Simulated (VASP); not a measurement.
A run of VASP 6.6.1 is set up as follows.

File INCAR:

```
SYSTEM = Cs
PREC = Accurate
ENCUT = 520
EDIFF = 1E-8
ISMEAR = 1
SIGMA = 0.05
LREAL = .FALSE.
LASPH = .TRUE.
NELM = 60
ALGO = Fast
ISIF = 2
LWAVE = .FALSE.
LCHARG = .FALSE.
GGA = PE
LEFG = .TRUE.
NBANDS = 26
```

The input KPOINTS:

```
regular mesh
0
G
  5 3 3
  0 0 0
```

The input POSCAR:

```
Cs
1.0
    5.4771318700      0.0000000000      0.0000000000
    0.0000000000      9.9028791700      0.0000000000
    0.0000000000      0.0000000000      9.2070899300
Cs
4
Direct
    0.7353681000      0.6069862400      0.7500000000
    0.2646319000      0.3930137600      0.2500000000
    0.7353681000      0.8930137600      0.2500000000
    0.2646319000      0.1069862400      0.7500000000
```

Potentials or basis: VASP PAW PBE potentials, release 64 (Cs_sv).

Command:

```bash
$ cat potpaw_PBE.64/Cs_sv/POTCAR > POTCAR
$ mpirun -np 1 vasp_std > vasp.out
```

Question: What does it give for the band gap on the k mesh?

Answer: None (metal or under the smearing width).

Question: What does it give for the largest force?

Answer: 0.023 eV/Å.

Question: What does it give for the pressure?

Answer: -0.1 GPa.

Electric field gradients, principal values (V/Å²):
```tsv
atom	Vxx	Vyy	Vzz
1 Cs	0.099	1.154	-1.253
2 Cs	0.099	1.154	-1.253
3 Cs	0.099	1.154	-1.253
4 Cs	0.099	1.154	-1.253
```

Spin-orbit coupling is left out, which matters for the levels of Cs.
